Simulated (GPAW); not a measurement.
KMgF3:

```
K Mg F
1.0
     3.98590    0.00000    0.00000
     0.00000    3.98590    0.00000
     0.00000    0.00000    3.98590
K Mg F
1 1 3
Direct
  0.50000 0.50000 0.50000
  0.00000 0.00000 0.00000
  0.00000 0.00000 0.50000
  0.00000 0.50000 0.00000
  0.50000 0.00000 0.00000
```

Base run:

* Program: GPAW 26.7.0
* Functional: PBE
* Potentials or basis: GPAW PAW data sets (gpaw-data 1.2.1)
* Cutoff: 800 eV
* Basis: pw
* k mesh: 7 × 7 × 7
* Occupations: fermi-dirac, width 0.05 eV
* Spin: no spin polarisation

Its results: band gap on the k mesh 7.36 eV, indirect (least direct gap 7.65 eV); pressure 2.4 GPa.

Problem. The run is repeated on the same cell with these changes: functional from PBE to r2SCAN. What comes out?

Solution. Band gap on the k mesh 8.31 eV, indirect (least direct gap 8.59 eV); pressure -1.8 GPa.

r2SCAN gives the wider gap, since meta-GGAs in the generalised Kohn-Sham scheme recover part of the derivative discontinuity.

Caveats: an odd mesh through Γ misses points on the zone boundary, where band edges often lie (some runs); the PAW data sets were made with another functional, which shifts forces and pressure a little (some runs).
